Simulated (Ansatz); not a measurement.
## LiF, space group Pm-3m: a calculation of the elastic constants, step by step

With the Python package of Ansatz (0.2.0).

At the Python prompt:
```pycon
>>> from dataclasses import replace
>>> import warnings
>>> import ansatz as az
>>> import numpy as np
>>> warnings.simplefilter("ignore", az.DeckWarning)
>>> system = (
...     az.Lattice.from_parameters(2.559533, 2.559533, 2.559533, alpha=90.0, beta=90.0, gamma=90.0)
...     .atom("Li", (0.0, 0.0, 0.0))
...     .atom("F", (0.5, 0.5, 0.5))
... )
>>> model = (
...     system.calculation()
...     .mixing("msr1", ndim=12, beta=0.4)
...     .basis(630)
...     .pseudopotentials("paw")
...     .occupations(az.OccupationsMethod.FIXED)
...     .scf(extra_bands=6)
...     .functional("r2SCAN", dispersion="d4")
...     .kpoints(9, 9, 9)
... )
>>> # first bring the cell to zero stress
>>> rest = model.relax(cell=True).run(threads=1).lattice

>>> relaxed = az.Crystal(lattice=az.Lattice.of(rest.cell_ang))
>>> for site in rest.sites:
...     relaxed = relaxed.atom(site.symbol, site.position_frac)
...
>>> model = replace(model, crystal=relaxed)
>>> print("relaxed volume {:.3f} A^3".format(abs(np.linalg.det(rest.cell_ang))))
relaxed volume 15.837 A^3
>>> res = model.elastic("relaxed_ion", amplitude=0.01).run(threads=1)
>>> elastic = res.elastic
>>> print("C_ij (GPa), Voigt order xx yy zz yz xz xy")
C_ij (GPa), Voigt order xx yy zz yz xz xy
>>> for row in elastic.c_gpa:
...     print(" ".join(f"{value:8.1f}" for value in row))
...
   291.7    -28.8    -28.8     -0.0     -0.0     -0.0
   -28.8    291.7    -28.8     -0.0      0.0     -0.0
   -28.8    -28.8    291.7      0.0     -0.0      0.0
     0.0     -0.0      0.0    -31.2      0.0      0.0
    -0.0     -0.0      0.0      0.0    -31.2     -0.0
    -0.0     -0.0     -0.0     -0.0     -0.0    -31.2
>>> print("smallest eigenvalue of C:", round(elastic.stability.min_eigenvalue_gpa, 1), "GPa; stable:", elastic.stability.stable)
smallest eigenvalue of C: -31.2 GPa; stable: False
>>> # averaged moduli need a positive definite tensor
>>> if elastic.stability.min_eigenvalue_gpa > 0:
...     m = elastic.moduli
...     print(f"K = {m.k_hill_gpa:.1f}, G = {m.g_hill_gpa:.1f}, E = {m.youngs_gpa:.1f} GPa, Poisson ratio {m.poisson:.3f}, K/G = {m.k_hill_gpa / m.g_hill_gpa:.2f}")
...     S = np.linalg.inv(elastic.c_gpa)
...     print("Young modulus along x, y, z (GPa):", np.round(1 / np.diag(S)[:3], 1))
...     print("linear compressibility along x, y, z (1/TPa):", np.round(1000 * S[:3, :3].sum(axis=1), 2))
...
```

Reading the output:
- These settings explore the input space; cutoff and mesh may be short of convergence.
- The structure comes from a database of computed cells and needn't be a stable or known phase.
- The constants belong to the cell that was strained; where it wasn't relaxed first it may be under stress.
- Finished in 58 s on 1 thread of Arm Neoverse V1, on a shared host, peak memory 0.47 GiB.

(A comment or docstring line of the script was reworded after the run, the code is as it ran; lines on the test bed's own set-up are left out of the output.)
